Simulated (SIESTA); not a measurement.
V:

```
CELL_PARAMETERS angstrom
2.60429 0.00000 0.00000
-1.30215 2.25538 0.00000
0.00000 0.00000 4.72334
ATOMIC_POSITIONS crystal
V 0.33333 0.66667 0.25000
V 0.66667 0.33333 0.75000
```

This isn't the form of V at room conditions, which is bcc.

Base run:

* Program: SIESTA 5.4.2
* Functional: PBEsol
* Potentials or basis: PseudoDojo 0.4 standard (PBEsol files)
* Basis: SZ (energy shift 0.003 Ry)
* Grid cutoff: 800 Ry
* Energy shift: 0.003 Ry
* k mesh: 12 × 12 × 6
* Occupations: fermi-dirac, width 0.05 eV
* Spin: collinear spin, ferromagnetic start
* Starting moments: [2.0, 2.0] μB

Its results: band gap on the k mesh none (metal or under the smearing width); pressure -14.4 GPa; net moment 0.00 μB per cell.

**Question.** The run is repeated on the same cell with these changes: basis from SZ (energy shift 0.003 Ry) to SZP (energy shift 0.003 Ry). What comes out?

**Answer.** Band gap on the k mesh none (metal or under the smearing width); pressure -2.2 GPa; net moment 0.00 μB per cell.

Caveats: the basis of atomic orbitals isn't converged, which shifts pressures, moduli and gaps; the basis has no polarisation orbitals (some runs).
